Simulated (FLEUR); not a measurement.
# HgSe: equation of state with LDA (Moruzzi-Janak-Williams)

**The experiment to reproduce.**

From “The pseudo-binary mercury chalcogenide alloy HgSe0.7S0.3 at high pressure: a mechanism of the zinc blende/cinnabar reconstructive phase transition”, 2002, arxiv:cond-mat/0209548, for a bulk crystal of HgSe: bulk modulus 51.6 ± 0.2 GPa.

HgSe:

```
Hg Se
1.0
     0.00000    3.03900    3.03900
     3.03900    0.00000    3.03900
     3.03900    3.03900    0.00000
Hg Se
1 1
Direct
  0.00000 0.00000 0.00000
  0.75000 0.75000 0.75000
```

```json
{
 "Program": "FLEUR MaX-R8.1 (later development tree)",
 "Task": "equation of state",
 "Functional": "LDA (Moruzzi-Janak-Williams)",
 "Potentials or basis": "all-electron",
 "Basis": "FLAPW",
 "Kmax": "4.39 1/bohr",
 "k mesh": "8 × 8 × 8",
 "Occupations": "fermi-dirac, width 0.05 eV",
 "Spin": "no spin polarisation",
 "Gmax": "13.6 1/bohr",
 "Muffin-tin radii": "Hg 2.23, Se 2.23 bohr",
 "lmax": "Hg 9, Se 9",
 "Local orbitals a species": "Hg 5, Se 4"
}
```

```yaml
Equilibrium_volume: 27.92 Å³/atom
Bulk_modulus: 58 GPa
Pressure_derivative_of_the_bulk_modulus: "5.4 (rough: it moves with the points fitted)"
```

Energy against volume, from the lowest point:
```csv
volume (Å³/atom),energy (meV/atom)
26.383,17.17
26.944,6.63
28.067,0.00
29.189,9.46
29.751,18.81
```

Against the measured bulk modulus of HgSe, 51.6 GPa (quoted in “The pseudo-binary mercury chalcogenide alloy HgSe0.7S0.3 at high pressure: a mechanism of the zinc blende/cinnabar reconstructive phase transition”, 2002, arxiv:cond-mat/0209548), the calculated 58 GPa is off by +12.1 %. The fit is for a static lattice scaled at fixed shape and fixed fractional positions.

Spin-orbit coupling is left out, which matters for the levels of Hg.
